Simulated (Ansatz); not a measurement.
# NaCl: the cost of one run

All numbers below are computed with Ansatz 0.2.0 (DFT, plane waves, PAW, no spin polarisation).

### Step 1. Starting point

The cell holds 16 atoms (Cl8Na8): a = 9.442 Å, b = 9.442 Å, c = 5.569 Å, α = 90.00°, β = 90.00°, γ = 120.00°.

As a file:

```xyz
16
Lattice="9.4422 0.0000 0.0000 -4.7211 8.1771 0.0000 0.0000 0.0000 5.5695" Properties=species:S:1:pos:R:3 pbc="T T T"
Na    0.0000    2.7257   -0.3481
Na    2.3605    1.3629    2.4367
Cl    0.0000    2.7257    2.4366
Cl    2.3605    1.3629    5.2214
Na   -2.3605    6.8143   -0.3481
Na    0.0000    5.4514    2.4367
Cl   -2.3605    6.8143    2.4366
Cl    0.0000    5.4514    5.2214
Na    4.7211    2.7257   -0.3481
Na    7.0816    1.3629    2.4367
Cl    4.7211    2.7257    2.4366
Cl    7.0816    1.3629    5.2214
Na    2.3605    6.8143   -0.3481
Na    4.7211    5.4514    2.4367
Cl    2.3605    6.8143    2.4366
Cl    4.7211    5.4514    5.2214
```

### Step 2. Run 1: PBEsol

input.yaml

```yaml
crystal:
  lattice:
    - [9.4421547284, -1.0e-10, 0.0]
    - [-4.7210773641, 8.1771458613, 0.0]
    - [0.0, 0.0, 5.5694856614]
  atoms:
    - { symbol: Na, position: [0.1666666667, 0.3333333333, -0.0624973456] }
    - { symbol: Na, position: [0.3333333333, 0.1666666667, 0.4375026544] }
    - { symbol: Cl, position: [0.1666666667, 0.3333333333, 0.4374973456] }
    - { symbol: Cl, position: [0.3333333333, 0.1666666667, 0.9374973456] }
    - { symbol: Na, position: [0.1666666667, 0.8333333333, -0.0624973456] }
    - { symbol: Na, position: [0.3333333333, 0.6666666667, 0.4375026544] }
    - { symbol: Cl, position: [0.1666666667, 0.8333333333, 0.4374973456] }
    - { symbol: Cl, position: [0.3333333333, 0.6666666667, 0.9374973456] }
    - { symbol: Na, position: [0.6666666667, 0.3333333333, -0.0624973456] }
    - { symbol: Na, position: [0.8333333333, 0.1666666667, 0.4375026544] }
    - { symbol: Cl, position: [0.6666666667, 0.3333333333, 0.4374973456] }
    - { symbol: Cl, position: [0.8333333333, 0.1666666667, 0.9374973456] }
    - { symbol: Na, position: [0.6666666667, 0.8333333333, -0.0624973456] }
    - { symbol: Na, position: [0.8333333333, 0.6666666667, 0.4375026544] }
    - { symbol: Cl, position: [0.6666666667, 0.8333333333, 0.4374973456] }
    - { symbol: Cl, position: [0.8333333333, 0.6666666667, 0.9374973456] }
kpoints:
  mp_grid: { grid: [3, 3, 2] }
hamiltonian:
  xc: pbesol
scf:
  occupations: { method: fermi_dirac, width: 0.026 }
md:
  ensemble: nvt_langevin
  temperature: 300
  timestep: 1.5
  n_steps: 30
  initial_velocities: maxwell_boltzmann
  seed: 1033
```

Command:

```
$ ansatz run input.yaml --threads 4 --pin off --max-ram 3686MiB --backend cpu --events-out ev --progress --plain --runs-dir out
```

Q: Estimate wall time and peak memory on 4 threads of Intel Xeon at 2.50GHz (Skylake/Cascade Lake), shared host.

About 6 min, with a peak of 1.2 GiB.
